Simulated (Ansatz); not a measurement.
BP:

```
CELL_PARAMETERS angstrom
0.00000 2.26900 2.26900
2.26900 0.00000 2.26900
2.26900 2.26900 0.00000
ATOMIC_POSITIONS crystal
P 0.75000 0.75000 0.75000
B 0.00000 0.00000 0.00000
```

* Program: Ansatz 0.2.0
* Task: relaxation of cell and atoms
* Functional: revPBE
* Dispersion: D3(BJ)
* Potentials or basis: all-electron LAPW, scalar-relativistic
* Basis error allowed: 0.001 eV/atom
* k mesh: 10 × 10 × 10
* Occupations: fermi-dirac, width 0.05 eV
* Spin: no spin polarisation

At the start: volume 11.68 Å³/atom.

How do energy, volume and symmetry change on relaxing?

Over 5 steps the energy falls by 7.8 meV/atom and the volume is 11.27 Å³/atom (-3.5 %); space group F-43m (No. 216, to 0.05 Å).

The path:
| step | energy change (eV) | largest force (eV/Å) | volume (Å³) |
| --- | --- | --- | --- |
| 1 | 0.0000 | 0.0000 | 23.36 |
| 2 | -0.0123 | 0.0000 | 22.91 |
| 3 | -0.0155 | 0.0000 | 22.52 |
| 4 | -0.0155 | 0.0000 | 22.54 |
| 5 | -0.0155 | 0.0000 | 22.54 |

Final structure:
```
P B
1.0
     0.00000    2.24202    2.24202
     2.24202    0.00000    2.24202
     2.24202    2.24202    0.00000
P B
1 1
Direct
  0.75000 0.75000 0.75000
  0.00000 0.00000 0.00000
```
